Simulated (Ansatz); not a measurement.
SiO₂: ¹⁷O NMR of the central transition

Cell: a structure deposited in the COD (the cell was measured well above room temperature), ions relaxed with PBE at fixed cell.

Space group P4_12_12 (No. 92); a = 4.9930, c = 7.0050 Å.

```
site  Wyckoff  site symmetry       x       y       z
  Si       4a            ..2  0.3024  0.3024  0.0000
   O       8b              1  0.2378  0.1109  0.1820
```

One atom of each set is listed.

The numbers come from a DFT calculation in Ansatz (PBE, plane waves and PAW (field gradients read without the response of the frozen cores, which leaves them typically 4 to 6 % off), scalar-relativistic, 420 eV cutoff, Γ-centred 5×5×3 k-points, Fermi–Dirac smearing 0.02 eV).

¹⁷O has I = 5/2 and Q = -25.58 mb (Pyykkö 2018); at 14.1 T its Larmor frequency is ν₀ = 81.4 MHz. Only the quadrupole interaction is simulated: positions count from each site's isotropic chemical shift, and J coupling is left out, as are shift anisotropy and dipolar coupling, which fast spinning averages.

**Question.** What does the ¹⁷O spectrum (fast magic-angle spinning) show for each site?

**Answer.** 

| site | first shell | C_Q (MHz) | η | P_Q (MHz) | δ_QIS (ppm) | breadth (kHz) |
| --- | --- | --- | --- | --- | --- | --- |
| O | 2 Si at 1.62–1.63 Å, angle 144° | -6.11 | 0.17 | 6.14 | -34.1 | 6.23 |

δ_QIS = −(ν_Q²/30ν₀²)[I(I+1) − 3/4](1 + η²/3) × 10⁶ ppm with ν_Q = 3|C_Q|/[2I(2I−1)]; it falls as 1/B₀² in ppm, and the breadth as 1/B₀ in kHz.

At O V_zz runs parallel to the line that joins its two neighbours (within 1°).
